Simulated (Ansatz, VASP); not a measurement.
Given: the input of a run of Ansatz 0.2.0 on InPd. The cell comes from a database or a generator and needn't be the stable form of this composition.

Contents of input.yaml:

```yaml
crystal:
  lattice:
    - [3.27188478, 0.0, 0.0]
    - [0.0, 3.27188478, 0.0]
    - [0.0, 0.0, 3.27188478]
  atoms:
    - { symbol: In, position: [0.0, 0.0, 0.0] }
    - { symbol: Pd, position: [0.5, 0.5, 0.5] }
hamiltonian:
  xc: pbe
  pseudopotentials: { kind: paw }
  dispersion: d3bj
kpoints:
  mp_grid: { grid: [8, 8, 8] }
scf:
  occupations: { method: fermi_dirac, width: 0.05 }
output:
  forces: true
  stress: true
  eigenvalues: true
relax:
  f_tol: 0.01
  max_steps: 40
  cell: { stress_tol: 0.05 }
```

Potentials or basis: Ansatz PAW.

Command:

```console
$ ansatz run input.yaml --threads 2 --pin off --max-ram 5632MiB --backend cpu --events-out ev --progress --plain --runs-dir out
```

Task: Set up the same calculation for VASP 6.6.1. Potentials or basis there: PBE PAW files In_d, Pd, 600 eV.

Result: As run (cutoffs and basis follow the program's own potentials, and thresholds, step limits or extra output files can differ):

File INCAR:

```
SYSTEM = InPd
ALGO = Fast
EDIFF = 1E-6
EDIFFG = -0.01
ENCUT = 600
GGA = PE
IBRION = 2
ISIF = 3
ISMEAR = -1
IVDW = 12
LASPH = .TRUE.
LCHARG = .FALSE.
LREAL = .FALSE.
LWAVE = .FALSE.
NELM = 100
NSW = 40
PREC = Accurate
SIGMA = 0.05
```

File KPOINTS:

```
k-points
0
G
  8 8 8
  0 0 0
```

The input POSCAR:

```
InPd
1.0
    3.2718847800      0.0000000000      0.0000000000
    0.0000000000      3.2718847800      0.0000000000
    0.0000000000      0.0000000000      3.2718847800
In Pd
1 1
Direct
    0.0000000000      0.0000000000      0.0000000000
    0.5000000000      0.5000000000      0.5000000000
```

Potentials or basis: VASP PAW PBE potentials, release 64 (In_d, Pd).

The run is started by

```sh
$ cat potpaw_PBE.64/In_d/POTCAR potpaw_PBE.64/Pd/POTCAR > POTCAR
$ mpirun -np 1 vasp_std > vasp.out
```

Both were run:

|  | Ansatz | VASP |
| --- | --- | --- |
| Relaxed volume | 17.31 Å³/atom | 17.32 Å³/atom |
| Relaxed cell | a = 3.259 Å, b = 3.259 Å, c = 3.259 Å, α = 90.00°, β = 90.00°, γ = 90.00° | a = 3.260 Å, b = 3.260 Å, c = 3.260 Å, α = 90.00°, β = 90.00°, γ = 90.00° |
| Space group after relaxing | Pm-3m (No. 221) | Pm-3m (No. 221) |
| Pressure after relaxing | 0.0 GPa | 0.0 GPa |

Ansatz's pressure holds a Pulay term of +0.08 GPa for its cutoff of 420 eV, which the other run lacks.

The potentials hold 31 and 23 valence electrons a cell.

Where Ansatz's input types no cutoff or centring, it takes its own default and a Γ-centred mesh.

Pressure is positive in compression.
